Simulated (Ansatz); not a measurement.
V₂O₅: Electric field gradients

The cell is a computed structure from the Materials Project (it need not be an observed phase).

Space group Pbam (No. 55); a = 5.7213, b = 10.7131, c = 3.3250 Å.

| site | Wyckoff | site symmetry | x | y | z |
| --- | --- | --- | --- | --- | --- |
| V | 4g | ..m | 0.7038 | 0.3716 | 0.0000 |
| O5 | 4h | ..m | 0.8190 | 0.4022 | 0.5000 |
| O9 | 4g | ..m | 0.0307 | 0.2518 | 0.0000 |
| O13 | 2a | ..2/m | 0.5000 | 0.5000 | 0.0000 |

One atom of each set is listed.

Computed with Ansatz: DFT, r2SCAN, plane waves and PAW, scalar-relativistic, 500 eV cutoff, Γ-centred 4×2×7 k-points, Fermi–Dirac smearing 0.02 eV.

C_Q = eQV_zz/h, which is 24.18 MHz for Q = 1 b and V_zz = 10²¹ V/m²; η = (V_xx − V_yy)/V_zz. ν_Q = 3|C_Q|/[2I(2I − 1)].

51V: I = 7/2, Q = -52.00 mb; O-17: I = 5/2, Q = -25.58 mb. Quadrupole moments are those of Pyykkö's year-2017 table.

```csv
site,atoms,first shell,C_Q (MHz),η,ν_Q (MHz)
V,4,4 O at 1.65–1.82 Å; also 1 O at 2.27 Å,-7.59,0.80,0.542
O5,4,"2 V at 1.82 Å, angle 132°",-2.81,0.16,0.421
O9,4,1 V at 1.65 Å; also 1 V at 2.27 Å,-1.42,0.97,0.213
O13,2,"2 V at 1.80 Å, angle 180°",-3.20,0.37,0.479
```

At O5 V_zz runs parallel to the line that joins its two neighbours (within 1°). At O13 V_zz points along the line of its two bonds (within 4°).

At this cell the r2SCAN pressure is -10 GPa, so with r2SCAN the cell would shrink if it were relaxed. The entry's cell may itself be off. The largest force is 1.6 eV/Å, so the atoms aren't at the calculated equilibrium and relaxing them would move these values. Where η is near 1 the sign of V_zz means little.
